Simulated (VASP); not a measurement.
# CdS (F-43m) in VASP: a series of runs

Runs on CdS. Level: LDA. Tasks: band structure, Born charges and dielectric tensor.

Everything below comes from runs of VASP 6.6.1. Logs are shortened: lines on timing, memory, paths and dates and some standing lists are left out, and cuts for length are marked.

### 1 Starting point

The structure is cubic, space group F-43m (No. 216). The conventional cell has a = 5.761 Å, b = 5.761 Å, c = 5.761 Å, α = 90.00°, β = 90.00°, γ = 90.00°. Around Cd (site symmetry -43m) lie 4 S at 2.49 Å. S (site symmetry -43m) is surrounded by 4 Cd at 2.49 Å.

### 2 Band structure, LDA

Input file POSCAR:

```
CdS                                     
1.0
   -0.0000000000      2.8804247941      2.8804247941
    2.8804247941      0.0000000000      2.8804247941
    2.8804247941      2.8804247941     -0.0000000000
  Cd              S             
     1     1
Direct
     0.0000000000000000    0.0000000000000000    0.0000000000000000
     0.2500000000000000    0.2500000000000000    0.2500000000000000
```

Input file INCAR.step1:

```
ALGO = Normal
EDIFF = 1E-7
ENCUT = 350
ISIF = 2
ISMEAR = 0
LASPH = T
LCHARG = T
LREAL = F
LWAVE = F
NELM = 60
PREC = Accurate
SIGMA = 0.02
```

Input file KPOINTS.step1:

```
k-points
0
Gamma
  6 6 6
```

Input file INCAR.step2:

```
ALGO = Normal
EDIFF = 1E-7
ENCUT = 350
ICHARG = 11
ISIF = 2
ISMEAR = 0
LASPH = T
LCHARG = F
LREAL = F
LWAVE = F
NELM = 60
PREC = Accurate
SIGMA = 0.05
```

Input file KPOINTS.step2:

```
path GXWKGLUWLK,UX
20
line-mode
reciprocal
 0.0000000000  0.0000000000  0.0000000000  G
 0.5000000000  0.0000000000  0.5000000000  X

 0.5000000000  0.0000000000  0.5000000000  X
 0.5000000000  0.2500000000  0.7500000000  W

 0.5000000000  0.2500000000  0.7500000000  W
 0.3750000000  0.3750000000  0.7500000000  K

 0.3750000000  0.3750000000  0.7500000000  K
 0.0000000000  0.0000000000  0.0000000000  G

 0.0000000000  0.0000000000  0.0000000000  G
 0.5000000000  0.5000000000  0.5000000000  L

 0.5000000000  0.5000000000  0.5000000000  L
 0.6250000000  0.2500000000  0.6250000000  U

 0.6250000000  0.2500000000  0.6250000000  U
 0.5000000000  0.2500000000  0.7500000000  W

 0.5000000000  0.2500000000  0.7500000000  W
 0.5000000000  0.5000000000  0.5000000000  L

 0.5000000000  0.5000000000  0.5000000000  L
 0.3750000000  0.3750000000  0.7500000000  K

 0.6250000000  0.2500000000  0.6250000000  U
 0.5000000000  0.0000000000  0.5000000000  X
```

Potentials or basis: VASP PAW LDA potentials, release 64 (Cd, S).

Started as:

```console
$ cat potpaw_LDA.64/Cd/POTCAR potpaw_LDA.64/S/POTCAR > POTCAR
$ cp INCAR.step1 INCAR
$ cp KPOINTS.step1 KPOINTS
$ mpirun -np 1 vasp_std > vasp.out
$ cp INCAR.step2 INCAR
$ cp KPOINTS.step2 KPOINTS
$ mpirun -np 1 vasp_std > vasp.out
```

OUTCAR:

```text
EDIFF = 1E-7
   ENCUT = 350
   ICHARG = 11
   ISIF = 2
   ISMEAR = 0
   LASPH = T
   LREAL = F
   NELM = 60
   PREC = Accurate

 ion  position               nearest neighbor table
   1  0.000  0.000  0.000-   2 2.49   2 2.49   2 2.49   2 2.49
   2  0.250  0.250  0.250-   1 2.49   1 2.49   1 2.49   1 2.49

  LATTYP: Found a face centered cubic cell.
 ALAT       =     5.7608495882

  Lattice vectors:

 A1 = (   0.0000000000,   2.8804247941,   2.8804247941)
 A2 = (   2.8804247941,   0.0000000000,   2.8804247941)
 A3 = (   2.8804247941,   2.8804247941,   0.0000000000)

Analysis of symmetry for initial positions (statically):
=====================================================================
 Subroutine PRICEL returns:
 Original cell was already a primitive cell.

 Routine SETGRP: Setting up the symmetry group for a
 face centered cubic supercell.

 Subroutine GETGRP returns: Found 24 space group operations
 (whereof 24 operations were pure point group operations)
 out of a pool of 48 trial point group operations.

The static configuration has the point symmetry T_d .

Analysis of symmetry for dynamics (positions and initial velocities):
=====================================================================
 Subroutine PRICEL returns:
 Original cell was already a primitive cell.

 Routine SETGRP: Setting up the symmetry group for a
 face centered cubic supercell.

 Subroutine GETGRP returns: Found 24 space group operations
 (whereof 24 operations were pure point group operations)
 out of a pool of 48 trial point group operations.

The dynamic configuration has the point symmetry T_d .

 Subroutine INISYM returns: Found 24 space group operations
 (whereof 24 operations are pure point group operations),
 and found     1 'primitive' translations

----------------------------------------------------------------------------------------

                                     Primitive cell

  volume of cell :      47.7969

  direct lattice vectors                    reciprocal lattice vectors
     0.000000000  2.880424794  2.880424794    -0.173585508  0.173585508  0.173585508
     2.880424794  0.000000000  2.880424794     0.173585508 -0.173585508  0.173585508
     2.880424794  2.880424794  0.000000000     0.173585508  0.173585508 -0.173585508

  length of vectors
     4.073535809  4.073535809  4.073535809     0.300658919  0.300658919  0.300658919

  position of ions in fractional coordinates (direct lattice)
[... 78 lines left out ...]
   NFREE  =      0    steps in history (QN), initial steepest desc. (CG)
   ISIF   =      2    stress and relaxation
   ISYM   =      2    0-nonsym 1-usesym 2-fastsym
   POTIM  = 0.5000    time-step for ionic-motion
   TEBEG  =    0.0;   TEEND  =   0.0 temperature during run
   PSTRESS=    0.0 pullay stress
   NELECT =      18.0000    total number of electrons
   NUPDOWN=      -1.0000    fix difference up-down
   EMIN   =  10.00;   EMAX   =-10.00  energy-range for DOS
   EFERMI =   0.00;   METHOD = LEGACY
   ISMEAR =     0;   SIGMA  =   0.05  broadening in eV -4-tet -1-fermi 0-gaus
   EFERMI_NEDOS =   21; number of points for ismear=-14 and -15
   IALGO  =     38    algorithm
   IMIX   =      4    mixing-type and parameters
     AMIX     =   0.40;   BMIX     =  1.00
     AMIX_MAG =   1.60;   BMIX_MAG =  1.00
  volume/ion in A,a.u.               =      23.90       161.27
  Fermi-wavevector in a.u.,A,eV,Ry     =   1.182222  2.234076 19.016175  1.397649
  Thomas-Fermi vector in A             =   2.318481
   LORBIT       =      0    0 simple, 1 ext, 2 COOP (PROOUT), +10 PAW based schemes
   GGA     = CA    functional components
   LHFCALC =     F    Hartree Fock is set to
   AEXX    =    0.0000 exact exchange contribution
   IVDW    =     0    specifies the selected vdW correction
   LEPSILON=     F    determine dielectric tensor
   LRPA    =     F    only Hartree local field effects (RPA)
 non-spin polarized calculation
 Gauss-broadening in eV      SIGMA  =   0.05
  energy-cutoff  :      350.00
  volume of cell :       47.80
 maximum number of plane-waves:       728
 NGX is ok and might be reduce to    28

 number of electron      17.9999997 magnetization

 Free energy of the ion-electron system (eV)
  ---------------------------------------------------
  ext. energy  EPLUGINS =         0.00000000
  ---------------------------------------------------
  free energy    TOTEN  =        -7.66182995 eV

  energy without entropy =       -7.66182995  energy(sigma->0) =       -7.66182995

 E-fermi :   1.7570     XC(G=0):  -9.7567

 val. band max:        1.4671434708   @ k =   0.0000   0.0000   0.0000
 cond. band min:       2.4347337933   @ k =   0.0000   0.0000   0.0000
 fundamental gap:      0.9675903225
 Fermi energy:         1.7570183221

 k-point     1 :       0.0000    0.0000    0.0000
  band No.  band energies     occupation
      1     -11.1307      2.00000
      2      -6.4539      2.00000
      3      -6.4539      2.00000
      4      -6.4539      2.00000
      5      -5.9116      2.00000
      6      -5.9116      2.00000
      7       1.4671      2.00000
      8       1.4671      2.00000
      9       1.4671      2.00000
     10       2.4347      0.00000
     11       7.8137      0.00000
     12       7.8137      0.00000
     13       7.8137      0.00000
[... 354 lines left out ...]
  band No.  band energies     occupation
      1     -10.5013      2.00000
      2      -6.2316      2.00000
      3      -6.0703      2.00000
      4      -6.0587      2.00000
      5      -5.8150      2.00000
      6      -5.4159      2.00000
      7      -2.7566      2.00000
      8      -0.6243      2.00000
      9      -0.6152      2.00000
     10       4.7927      0.00000
     11       5.7304      0.00000
     12      10.5192      0.00000
     13      11.9211      0.00000

 [... further k-points ...]
[... 5 lines left out ...]
  --------------------------------------------------------------------------------------
  -------------------------------------------------------------------------------------
  Total       -0.7368836     -0.7368836     -0.7368836      0.0000000     -0.0000000      0.0000000
  in kB      -24.7007351    -24.7007351    -24.7007351      0.0000000     -0.0000000      0.0000000
  external PRESSURE =     -24.7007351 kB  Pullay stress =       0.0000000 kB

 VOLUME and BASIS-vectors are now :
 -----------------------------------------------------------------------------
  energy-cutoff  :      350.00
  volume of cell :       47.80
      direct lattice vectors                 reciprocal lattice vectors
     0.000000000  2.880424794  2.880424794    -0.173585508  0.173585508  0.173585508
     2.880424794  0.000000000  2.880424794     0.173585508 -0.173585508  0.173585508
     2.880424794  2.880424794  0.000000000     0.173585508  0.173585508 -0.173585508

 POSITION                                       TOTAL-FORCE (eV/Angst)
 -----------------------------------------------------------------------------------
      0.00000      0.00000      0.00000         0.000000      0.000000     -0.000000
      1.44021      1.44021      1.44021        -0.000000     -0.000000      0.000000
 -----------------------------------------------------------------------------------
    total drift:                                0.000000      0.000000      0.000000

  FREE ENERGIE OF THE ION-ELECTRON SYSTEM (eV)
  ---------------------------------------------------
  free  energy   TOTEN  =        -7.6618299498 eV

  energy  without entropy=       -7.6618299498  energy(sigma->0) =       -7.66182995
```

It took 63 s on 1 thread of Intel Xeon Platinum 8175M at 2.50GHz (Skylake/Cascade Lake), shared host; peak memory 0.18 GiB.

What came out:

```yaml
Band_gap_on_the_k_mesh: 0.97 eV, direct
Band_gap_along_the_path: 0.97 eV, direct
```

Levels at the corners of the path, in eV from the valence-band top:
| point | band 6 | band 7 | band 8 | band 9 | band 10 | band 11 | band 12 | band 13 |
| --- | --- | --- | --- | --- | --- | --- | --- | --- |
| Γ | -7.38 | 0.00 | 0.00 | 0.00 | 0.97 | 6.35 | 6.35 | 6.35 |
| X | -6.90 | -4.23 | -2.06 | -2.06 | 3.24 | 4.20 | 9.12 | 10.77 |
| X | -6.90 | -4.23 | -2.06 | -2.06 | 3.24 | 4.20 | 9.12 | 10.77 |
| W | -6.67 | -4.19 | -2.52 | -2.39 | 5.23 | 5.45 | 7.09 | 7.82 |
| W | -6.67 | -4.19 | -2.52 | -2.39 | 5.23 | 5.45 | 7.09 | 7.82 |
| K | -6.74 | -4.23 | -2.78 | -1.68 | 4.00 | 5.38 | 8.34 | 8.98 |
| K | -6.74 | -4.23 | -2.78 | -1.68 | 4.00 | 5.38 | 8.34 | 8.98 |
| Γ | -7.38 | 0.00 | 0.00 | 0.00 | 0.97 | 6.35 | 6.35 | 6.35 |
| Γ | -7.38 | 0.00 | 0.00 | 0.00 | 0.97 | 6.35 | 6.35 | 6.35 |
| L | -6.96 | -4.76 | -0.83 | -0.83 | 2.83 | 6.84 | 6.84 | 7.33 |
| L | -6.96 | -4.76 | -0.83 | -0.83 | 2.83 | 6.84 | 6.84 | 7.33 |
| U | -6.74 | -4.23 | -2.78 | -1.68 | 4.00 | 5.38 | 8.34 | 8.98 |
| U | -6.74 | -4.23 | -2.78 | -1.68 | 4.00 | 5.38 | 8.34 | 8.98 |
| W | -6.67 | -4.19 | -2.52 | -2.39 | 5.23 | 5.45 | 7.09 | 7.82 |
| W | -6.67 | -4.19 | -2.52 | -2.39 | 5.23 | 5.45 | 7.09 | 7.82 |
| L | -6.96 | -4.76 | -0.83 | -0.83 | 2.83 | 6.84 | 6.84 | 7.33 |
| L | -6.96 | -4.76 | -0.83 | -0.83 | 2.83 | 6.84 | 6.84 | 7.33 |
| K | -6.74 | -4.23 | -2.78 | -1.68 | 4.00 | 5.38 | 8.34 | 8.98 |
| U | -6.74 | -4.23 | -2.78 | -1.68 | 4.00 | 5.38 | 8.34 | 8.98 |
| X | -6.90 | -4.23 | -2.06 | -2.06 | 3.24 | 4.20 | 9.12 | 10.77 |

Caveat: the log is that of the step along the path at fixed density, whose energy, stress, charges and moments have no meaning.

(Part 1 of 2 ends here.)
